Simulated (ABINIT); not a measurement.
Here is an ABINIT 10.8.3 (patched build) calculation.

Contents of run.abi:

```
# Datasets: one volume each
ndtset 7
getwfk -1
scalecart1 3*0.9795861087
scalecart2 3*0.9864848297
scalecart3 3*0.9932883884
scalecart4 3*1.0000000000
scalecart5 3*1.0066227096
scalecart6 3*1.0131594038
scalecart7 3*1.0196128224

# Pseudopotentials
pp_dirpath "./"
pseudos "Nb.GGA_PBE-JTH.xml"

# Structure
acell 2.8820459413 2.8820459413 2.8820459413 Angstrom
rprim
    -0.5773502692     0.5773502692     0.5773502692
     0.5773502692    -0.5773502692     0.5773502692
     0.5773502692     0.5773502692    -0.5773502692
ntypat 1
znucl 41
natom 1
typat 1
xred
     0.0000000000     0.0000000000     0.0000000000

# Plane-wave basis
ecut 435.382180 eV
pawecutdg 32.0

# k points
kptopt 1
ngkpt 11 11 11
nshiftk 1
shiftk 0.0 0.0 0.0

# Exchange and correlation
ixc 11

# Bands and occupations
nband 11
occopt 3
tsmear 0.05 eV

# SCF cycle
nstep 100
tolvrs 1.0e-9

# Output
iomode 3
prtwf 1
prtden 0
prteig 0
prtebands 0
```

Potentials or basis: JTH PAW PBE v2.0.

Command:

```console
$ abinit run.abi > log 2>&1
```

(1) What does it give for the equilibrium volume?

(2) Predict the bulk modulus.

(3) What does it give for the pressure derivative of the bulk modulus?

## Answers

(1) 18.21 Å³/atom.

(2) 171 GPa.

(3) 3.2.

Caveat: pressures at fixed basis lie under the slope of the energies.

**Experimental background.**

“Pressure effects on the electronic structure and superconductivity of (TaNb)0.67(HfZrTi)0.33 high entropy alloy”, 2019, arxiv:1910.08312 quotes, for a bulk crystal of Nb: bulk modulus 169 GPa.

Measured bulk modulus of Nb: 169 GPa (quoted in “Pressure effects on the electronic structure and superconductivity of (TaNb)0.67(HfZrTi)0.33 high entropy alloy”, 2019, arxiv:1910.08312). This calculation gives 171 GPa (+1.4 %). The fit is for a static lattice scaled at fixed shape and fixed fractional positions.
